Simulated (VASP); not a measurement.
Data:

```
CELL_PARAMETERS angstrom
      6.18540     0.00000     0.00000
      0.00000     4.37374     0.00000
      0.00000     0.00000    28.33122
ATOMIC_POSITIONS crystal
  Zn 0.00000 0.00000 0.69297
  Zn 0.50000 0.50000 0.61578
  Zn 0.00000 0.00000 0.53860
  Zn 0.50000 0.50000 0.46141
  Zn 0.00000 0.00000 0.38422
  Zn 0.50000 0.50000 0.30703
  Te 0.25000 0.00000 0.61578
  Te 0.75000 0.50000 0.69297
  Te 0.25000 0.00000 0.46141
  Te 0.75000 0.50000 0.53860
  Te 0.25000 0.00000 0.30703
  Te 0.75000 0.50000 0.38422
```

Calculation: PBE GGA, VASP's PBE PAW potentials (set 64) (plane waves; VASP). Settings: PREC = Normal, EDIFF = 1E-5, 400 eV cut-off, 4×5×1 Γ-centred mesh, Gaussian smearing of 0.050 eV, potentials Zn Te.

The ions are relaxed. Which structure does the run end with?

```
CELL_PARAMETERS angstrom
      6.18540     0.00000     0.00000
      0.00000     4.37374     0.00000
      0.00000     0.00000    28.33122
ATOMIC_POSITIONS crystal
  Zn 0.94384 0.00000 0.67424
  Zn 0.51879 0.50000 0.62050
  Zn 0.01447 0.00000 0.53650
  Zn 0.51447 0.50000 0.46350
  Zn 0.01879 0.00000 0.37950
  Zn 0.44384 0.50000 0.32576
  Te 0.26677 0.00000 0.61440
  Te 0.74409 0.50000 0.70044
  Te 0.26205 0.00000 0.45954
  Te 0.76205 0.50000 0.54046
  Te 0.24409 0.00000 0.29956
  Te 0.76677 0.50000 0.38560
```

How much energy does the relaxation gain?

The energy (σ→0) changes by -80.5 meV/atom, in 18 ionic steps.

```tsv
step	E(σ→0) (eV)	max force (eV/Å)	pressure (GPa)	volume (Å³)
1	-29.3155	1.254	-0.39	766.45
2	-29.5367	1.029	-0.36	766.45
3	-29.8700	0.507	-0.22	766.45
4	-29.8858	0.546	-0.20	766.45
5	-30.0420	0.473	-0.33	766.45
6	-30.2072	0.368	-0.50	766.45
7	-30.2120	0.309	-0.48	766.45
8	-30.2439	0.167	-0.36	766.45
9	-30.2445	0.167	-0.42	766.45
10	-30.2569	0.107	-0.38	766.45
11	-30.2613	0.140	-0.34	766.45
12	-30.2720	0.120	-0.35	766.45
13	-30.2768	0.103	-0.33	766.45
14	-30.2797	0.070	-0.26	766.45
15	-30.2800	0.049	-0.28	766.45
16	-30.2814	0.033	-0.28	766.45
17	-30.2815	0.036	-0.27	766.45
18	-30.2820	0.020	-0.27	766.45
```

The cell is a thin slab with vacuum, built from ZnTe (zinc blende): (110) face.
